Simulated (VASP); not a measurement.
Here is a VASP 6.6.1 calculation.

Contents of INCAR:

```
SYSTEM = Te
ALGO = Normal ; EDIFF = 1E-7
ENCUT = 520 ; GGA = PE
ISIF = 2 ; ISMEAR = -1
LASPH = .True. ; LCHARG = .True.
LELF = .True. ; LREAL = .False.
LVHAR = .True. ; LWAVE = .False.
NBANDS = 9 ; NELM = 100
PREC = Accurate ; SIGMA = 0.05
```

Contents of KPOINTS:

```
k-points
0
Gamma
  9 9 9
  0 0 0
```

Contents of POSCAR:

```
Te
1.0
    2.2904280083      1.3223792272      1.6796046794
   -2.2904280083      1.3223792272      1.6796046794
    0.0000000000     -2.6447584544      1.6796046794
Te
1
Direct
    0.5000000000      0.5000000000      0.5000000000
```

Potentials or basis: VASP PAW PBE potentials, release 64 (Te).

The run is started by

```bash
$ cat potpaw_PBE.64/Te/POTCAR > POTCAR
$ mpirun -np 1 vasp_std > vasp.out
```

What does it give for the band gap on the k mesh?

None (metal or under the smearing width).

What does it give for the pressure?

3.9 GPa.

Stress tensor (GPa, compression positive):
```
3.97 0.00 0.00
0.00 3.97 0.00
0.00 0.00 3.71
```

Spin-orbit coupling is left out, which matters for the levels of Te.
